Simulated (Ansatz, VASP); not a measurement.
PbF2 (Fluorocronite) in VASP and in Ansatz

```xyz
3
Lattice="0.0000 2.9637 2.9637 2.9637 0.0000 2.9637 2.9637 2.9637 0.0000" Properties=species:S:1:pos:R:3 pbc="T T T"
Pb    0.0000    0.0000    0.0000
F     1.4818    1.4818    1.4818
F     4.4455    4.4455    4.4455
```

Alike in both runs: task relaxation of cell and atoms; functional LDA; k mesh 5 × 5 × 5; no spin polarisation.

```csv
,VASP,Ansatz
version,VASP 6.6.1,Ansatz 0.2.0
potentials or method,"VASP PAW LDA potentials, release 64 (Pb_d, F)","plane waves, PAW"
plane-wave cutoff (eV),600,463
occupations,"gaussian, width 0.01 eV",fixed
valence electrons in the cell,28,28
```

|  | VASP | Ansatz | Ansatz less VASP |
| --- | --- | --- | --- |
| relaxed volume (Å³/atom) | 16.34 | 16.36 | +0.016 |
| relaxed cell length with the largest relative difference (Å) | 4.108 | 4.110 | +0.0013 |
| energy change over the relaxation (meV/atom) | -15 | -15 | +0.5 |

Caveats: spin-orbit coupling is left out, which as a rule narrows the gap of such compounds by several tenths of an eV; an odd mesh through Γ misses points on the zone boundary, where band edges often lie. Zero-point motion and thermal expansion aren't in these numbers. A hybrid or GW would open this gap; LDA tends to underestimate it.
